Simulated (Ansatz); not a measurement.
What moves the field gradients of TiS2?

Cell of run 1: an entry of the Crystallography Open Database (COD), atoms as given.

```
CELL_PARAMETERS angstrom
3.41200 0.00000 0.00000
-1.70600 2.95488 0.00000
0.00000 0.00000 5.69500
ATOMIC_POSITIONS crystal
Ti 0.00000 0.00000 0.00000
S 0.33333 0.66667 0.25000
S 0.66667 0.33333 0.75000
```

Atoms are numbered from 1 in the order listed; like atoms form one site, named after its first atom.

Relaxed positions (PBE, cell held):

```
CELL_PARAMETERS angstrom
3.41200 0.00000 0.00000
-1.70600 2.95488 0.00000
0.00000 0.00000 5.69500
ATOMIC_POSITIONS crystal
Ti 0.00000 0.00000 0.00000
S 0.33333 0.66667 0.24807
S 0.66667 0.33333 0.75193
```

All runs are DFT with Ansatz 0.2.0 (plane waves and PAW, scalar-relativistic unless spin–orbit coupling is named, Γ-centred meshes, Fermi–Dirac smearing where given) in this cell.

Run 1: PBE, atoms as given; 420 eV, 11×11×6 k-points, smearing 0.01 eV.
Run 2: r2SCAN, atoms as given; 500 eV, 11×11×6 k-points, smearing 0.05 eV.
Run 3: PBE, atoms relaxed; 420 eV, 11×11×6 k-points, smearing 0.05 eV.
Run 4: r2SCAN, at the relaxed atoms; 500 eV, 11×11×6 k-points, smearing 0.05 eV.
Run 5: r2SCAN, atoms relaxed; 500 eV, 11×11×6 k-points, smearing 0.05 eV.

```
run   Ti V_zz (η)    S V_zz (η)
  1  -2.02 (0.00)  -1.23 (0.00)
  2             ?             ?
  3  -1.97 (0.00)  -1.16 (0.00)
  4  -1.76 (0.00)  -1.11 (0.00)
  5  -1.71 (0.00)  -1.19 (0.00)
```

V_zz in 10²¹ V/m².

(1) Estimate the row of run 2.

Answers

(1) Ti: -1.81 (0.00); S: -1.03 (0.00). It lies nearest to run 4, from whose tensors on these sites it differs by 0.08 at most (largest principal value of the difference, on S). Taken one at a time, the functional (r2SCAN with its higher cutoff) moves the tensors on these sites by up to 0.21 (largest principal value of the change, on Ti), the positions of the atoms (as given or relaxed) by 0.16 (S). Without a gap such differences can lie within the error of the k-mesh, so this order isn't firm.

Semilocal functionals make gaps too small and can close them, so the real compound need not be a metal. In runs 2, 4, 5 the gap is small for the k-mesh or the smearing, and small gradients can still move by 0.1 × 10²¹ V/m² or more. In runs 1, 3 there is no gap above 0.1 eV, so the gradients can move by 10 % or more with the k-mesh. In run 2 the atoms aren't at the calculated equilibrium (largest force 0.31 eV/Å).
